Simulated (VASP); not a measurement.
Wanted: the native input for a VASP 6.6.1 run.

```
Task                   : single point
Functional             : PBE
Dispersion             : D3(BJ)
Potentials or basis    : VASP PAW PBE potentials, release 64 (As)
Cutoff                 : 520 eV
k mesh                 : 9 × 9 × 1
Occupations            : gaussian, width 0.05 eV
Spin                   : no spin polarisation
Dipole correction      : yes
Further INCAR settings : ALGO = Fast; EDIFF = 1e-06; NBANDS = 12
```

The structure of As lies in POSCAR:

```
As
1.0
    3.5716243461      0.0000000000      0.0000000000
   -1.7858121731      3.0931174165      0.0000000000
    0.0000000000      0.0000000000     20.2951239530
As
2
Direct
    0.3333333333      0.6666666667      0.2217281358
    0.6666666667      0.3333333333      0.2905900940
```

The cell isn't the ideal one: the lower layer alone in the bilayer's cell.

The input as run:

INCAR

```
SYSTEM = As
PREC = Accurate
ENCUT = 520
EDIFF = 1E-6
ISMEAR = 0
SIGMA = 0.05
LREAL = .FALSE.
LASPH = .TRUE.
NELM = 80
ALGO = Fast
ISIF = 2
LWAVE = .FALSE.
LCHARG = .TRUE.
LDIPOL = .TRUE.
IDIPOL = 3
DIPOL = 0.5 0.5 0.256
GGA = PE
IVDW = 12
LELF = .TRUE.
LVHAR = .TRUE.
LVACPOTAV = .TRUE.
NBANDS = 12
```

KPOINTS

```
Automatic mesh
0
G
  9 9 1
  0 0 0
```

Potentials or basis: VASP PAW PBE potentials, release 64 (As).

The run is started by

```console
$ cat potpaw_PBE.64/As/POTCAR > POTCAR
$ mpirun -np 1 vasp_std > vasp.out
```

Results of the run:

* Largest force: 0.092 eV/Å
* Band gap on the k mesh: 1.55 eV, indirect (least direct gap 2.03 eV)
* Dispersion energy per atom: -0.212 eV
* Ionisation potential of the upper face: 5.29 eV

Run time: 110 s on 1 thread of AMD EPYC 7571 (shared host), peak memory 0.3 GiB.
